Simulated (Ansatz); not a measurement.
## Energy landscape near a Ta2N structure

Computed with DFT PBE, scalar-relativistic, plane waves, PAW (Ansatz).

Cutoff 420 eV; k points 14×14×8 on the computed 3-atom cell (Γ-centred); Gaussian smearing, width 0.10 eV; no spin polarisation.

Reference cell:

```
CELL_PARAMETERS angstrom
3.11286 0.00000 0.00000
-1.55643 2.69582 0.00000
0.00000 0.00000 4.86984
ATOMIC_POSITIONS crystal
Ta 0.66667 0.33333 0.74529
Ta 0.33333 0.66667 0.25471
N 0.00000 0.00000 0.00000
```

Each variant moves atoms of this cell by the vectors given, if any (Å), and then applies a symmetric strain (tensor components, Cartesian axes). The reference cell isn't relaxed at this level. Energies are per atom at zero smearing, counted from the lowest variant. Pressure is positive in compression.

1. strain (xx yy zz yz xz xy, %) -0.31 -1.46 -0.34 -0.11 0.19 -1.00; moves: Ta1 (-0.002, -0.012, 0.031); Ta2 (-0.009, -0.008, -0.031); N3 (0.011, 0.020, 0.000)
2. strain (xx yy zz yz xz xy, %) -0.59 -0.61 2.83 4.00 0.00 0.00; moves: Ta1 (-0.026, -0.026, 0.176); Ta2 (-0.026, 0.026, -0.176); N3 (0.052, 0.000, 0.000)
3. strain (xx yy zz yz xz xy, %) 1.66 1.28 2.97 0.18 -0.45 -0.20; moves: Ta1 (0.072, -0.014, 0.008); Ta2 (-0.072, 0.014, -0.008)
4. strain (xx yy zz yz xz xy, %) -4.26 2.16 7.32 3.01 0.00 0.00; moves: Ta1 (-0.020, -0.010, 0.002); Ta2 (-0.020, 0.010, -0.002); N3 (0.041, 0.000, 0.000)
5. strain (xx yy zz yz xz xy, %) -4.37 -3.69 -2.53 0.28 -0.29 -0.94; moves: Ta1 (0.017, -0.029, 0.048); Ta2 (-0.035, 0.039, 0.016); N3 (0.018, -0.010, -0.064)
6. strain (xx yy zz yz xz xy, %) 4.11 4.40 4.14 -0.50 -0.27 -0.46; moves: Ta1 (-0.005, 0.019, 0.000); Ta2 (0.027, -0.027, -0.013); N3 (-0.022, 0.008, 0.013)
7. strain (xx yy zz yz xz xy, %) 4.47 2.56 3.65 0.04 0.15 -0.32; moves: Ta1 (-0.278, 0.127, -0.001); Ta2 (0.278, -0.127, 0.001)
8. strain (xx yy zz yz xz xy, %) 3.53 -3.38 -7.57 2.86 -1.16 -3.72; moves: Ta1 (-0.121, 0.022, 0.002); Ta2 (0.121, -0.022, -0.002)
9. strain (xx yy zz yz xz xy, %) 1.04 2.43 7.73 -0.55 -2.35 0.92; moves: Ta1 (0.103, -0.251, -0.142); Ta2 (-0.103, 0.251, 0.142)

```tsv
variant	ΔE (meV/atom)	P (GPa)	largest force (eV/Å)	gap on mesh (eV)	space group
1	?	?	?	?	?
2	?	?	?	?	?
3	34.2	-14.47	0.37	0	P-1
4	98.2	-9.87	0.84	0	C2
5	173.7	39.14	2.53	0	P1
6	158.6	-26.93	0.58	0	P1
7	234.1	-14.49	1.49	0	P-1
8	?	?	?	?	?
9	349.4	-16.88	2.98	0	P-1
```

Task: Give the withheld rows.

Result:
```
variant  ΔE (meV/atom) P (GPa) largest force (eV/Å) gap on mesh (eV) space group
      1            0.0     6.90                  0.99                 0           C2
      2          336.4    17.28                  5.13                 0           C2
      8          225.0    31.00                  1.38                 0          P-1
```

Spin-orbit coupling is left out, which matters for the bands of heavy elements. Spin polarisation was left out, and a magnetic state may lie lower.